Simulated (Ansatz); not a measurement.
# HgS (F-43m): frozen displacement of one atom in Python

A script is to give a frozen displacement of one atom; the system is HgS (F-43m).

All numbers are computed with the Python package of Ansatz 0.2.0. Level of theory: DFT LDA, plane waves, PAW.

## (1) The structure

Symmetry: F-43m, No. 216, cubic system. Conventional cell: a = 5.852 Å, b = 5.852 Å, c = 5.852 Å, α = 90.00°, β = 90.00°, γ = 90.00°. Around Hg (site symmetry -43m) lie 4 S at 2.53 Å. S (site symmetry -43m) has 4 Hg at 2.53 Å as nearest neighbours.

The script holds or builds the structure itself.

## (2) The script

hgs_push.py reads:

```python
"""Frozen displacement of one atom in HgS."""

import ansatz as az
from ase import Atoms
import numpy as np


def main() -> None:
    atoms = Atoms(
        ["Hg", "S"],
        scaled_positions=[
            (0.0, 0.0, 0.0),
            (0.25, 0.25, 0.25),
        ],
        cell=[
            (0.0, 2.92585, 2.92585),
            (2.92585, 0.0, 2.92585),
            (2.92585, 2.92585, 0.0),
        ],
        pbc=True,
    )
    structure = az.Crystal.from_ase(atoms)

    inverse = np.linalg.inv(np.array(structure.lattice.vectors))
    home = np.array(structure.sites[1].position)
    values = np.linspace(-0.02, 0.02, 5)
    energies, pulls = [], []
    for shift in values:
        moved = structure.move(1, to=home + shift * inverse[2])
        job = (
            moved.calculation()
            .functional(az.Functional.LDA)
            .pseudopotentials("paw")
            .kpoints(mesh=(3, 3, 3))
            .occupations("fermi_dirac")
            .scf(tolerance=1e-06)
            .forces()
        )
        r = job.run(threads=1, pin="off").report
        energies.append(r["free_energy_ev"])
        pulls.append(r["forces_ev_ang"][1][2])

    # the force is minus the slope of the free energy
    print("shift (A)   dE (eV)   force along z (eV/A)")
    for shift, e, f in zip(values, energies, pulls):
        print(f"{shift:8.3f} {e - energies[2]:10.5f} {f:12.4f}")
    print(f"stiffness from energies {2 * np.polyfit(values, energies, 2)[0]:.3f}, from forces {-np.polyfit(values, pulls, 1)[0]:.3f} eV/A^2")


if __name__ == "__main__":
    main()
```

## (3) Running it

On the command line:

```sh
$ python hgs_push.py
```

**Question.** How stiff is this displacement, and do energies and forces agree?

As calculated:

| quantity | value |
| --- | --- |
| runs compared | 5 |
| range of energy | 0.34 meV/atom |
| lowest point, shift of atom 2 from run 1 (Å) | 0.020 |

In words: The curvature of the energy gives 3.367 eV/Å² and the slope of the force 3.365 eV/Å², a positive curvature. What to keep in mind:
- The gap on the mesh is very small: a semilocal functional closes or nearly closes the gap of many narrow semiconductors.
- Spin-orbit coupling, which matters for elements this heavy, is left out.
- All periodic images of the atom move with it, so the curvature is one diagonal element of the zone-centre force constants and no normal mode; a positive value doesn't exclude soft modes in which several atoms move.
